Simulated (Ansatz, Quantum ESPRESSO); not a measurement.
# Equation of state of KBr under PBE+D3(BJ)

```
Br K
1.0
     0.00000    3.30000    3.30000
     3.30000    0.00000    3.30000
     3.30000    3.30000    0.00000
Br K
1 1
Direct
  0.50000 0.50000 0.50000
  0.00000 0.00000 0.00000
```

The cell was scaled at fixed shape and fractions and run with Ansatz, Ansatz PAW, cutoff 420 eV; PBE+D3(BJ), k mesh 7 × 7 × 7 on the cell of 2 atoms, fermi-dirac occupations of 0.05 eV, no spin polarisation, no spin-orbit coupling. Energies are those that the program minimises, any entropy of the smearing included.

```tsv
V (Å³/atom)	energy over the lowest row (meV/atom)
33.7808	3.877
34.4995	1.096
35.2183	0.000
35.9370	0.404
36.6557	?
37.3745	5.056
38.0932	9.025
```

Q: Fit the third-order Birch-Murnaghan form, give V0, B0 and B′, and predict the energy left open.

A: With y = (V0/V)^(2/3), E = E0 + (9 V0 B0/16) [(y - 1)³ B′ + (y - 1)² (6 - 4y)]. Least squares through the rows shown give V0 = 35.3722 Å³/atom, E0 = -0.033 meV, B0 = 16.01 GPa (1 eV/Å³ = 160.218 GPa) and B′ = 4.81, with a largest miss of 0.002 meV. At V = 36.6557 the form with these constants gives 2.139 meV; the run gave 2.138 meV an atom. Other set-ups at this level, from all their volumes (Å³/atom, GPa): Quantum ESPRESSO, PseudoDojo 0.4.1 SR PBE standard: V0 35.552, B0 15.83.
